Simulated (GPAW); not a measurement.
The system is WC (Qusongite).

```
W C
1.0
     2.90650    0.00000    0.00000
    -1.45325    2.51710    0.00000
     0.00000    0.00000    2.83660
W C
1 1
Direct
  0.00000 0.00000 0.00000
  0.66667 0.33333 0.50000
```

* Program: GPAW 26.7.0
* Task: relaxation of cell and atoms
* Functional: PBEsol
* Dispersion: D4
* Potentials or basis: PAW data sets generated in the run's folder for this functional
* Cutoff: 800 eV
* Basis: pw
* k mesh: 10 × 10 × 9
* Occupations: fermi-dirac, width 0.05 eV
* Spin: no spin polarisation

At the start: pressure -8.0 GPa; volume 10.38 Å³/atom.

Where does the relaxation end?

Over 4 steps the energy falls by 4.8 meV/atom and the volume is 10.18 Å³/atom (-1.9 %); space group P-6m2 (No. 187, to 0.05 Å).

The path:
| step | energy change (eV) | largest force (eV/Å) | pressure (GPa) | volume (Å³) |
| --- | --- | --- | --- | --- |
| 1 | 0.0000 | 0.0000 | -7.98 | 20.75 |
| 2 | -0.0080 | 0.0000 | -3.54 | 20.52 |
| 3 | -0.0096 | 0.0000 | 0.06 | 20.35 |
| 4 | -0.0097 | 0.0000 | -0.01 | 20.35 |

Final structure:
```yaml
crystal:
  lattice:
    - [2.88829, 0.00000, 0.00000]
    - [-1.44415, 2.50134, 0.00000]
    - [0.00000, 0.00000, 2.81680]
  atoms:
    - { symbol: W, position: [0.00000, 0.00000, 0.00000] }
    - { symbol: C, position: [0.66667, 0.33333, 0.50000] }
```

Caveat: later steps reuse the first step's grids; pairwise dispersion overbinds metals, which lowers pressure and volume.
